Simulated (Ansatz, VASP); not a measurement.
**Two plane-wave programs on BN**

```
B N
1.0
     0.00000    1.81300    1.81300
     1.81300    0.00000    1.81300
     1.81300    1.81300    0.00000
B N
1 1
Direct
  0.00000 0.00000 0.00000
  0.75000 0.75000 0.75000
```

The cell is a database's computed one.

Alike in both runs: task single point; functional PBE; k mesh 12 × 12 × 12; occupations gaussian, width 0.05 eV; no spin polarisation.

```csv
,VASP,Ansatz
version,VASP 6.6.1,Ansatz 0.2.0
potentials or method,"VASP PAW PBE potentials, release 64 (B, N)","scalar-relativistic, plane waves, PAW"
plane-wave cutoff (eV),520,420
valence electrons in the cell,8,8
```

|  | VASP | Ansatz | Ansatz less VASP |
| --- | --- | --- | --- |
| gap on the k mesh at the Fermi level (eV) | 4.45 | 4.46 | +0.012 |
| least direct gap on the mesh (eV) | 8.78 | 8.79 | +0.011 |
| pressure (GPa) | -0.2 | -0.4 | -0.24 |

A k mesh can miss the band edges. Expect the measured gap to be larger: semilocal functionals such as PBE lack the derivative discontinuity.
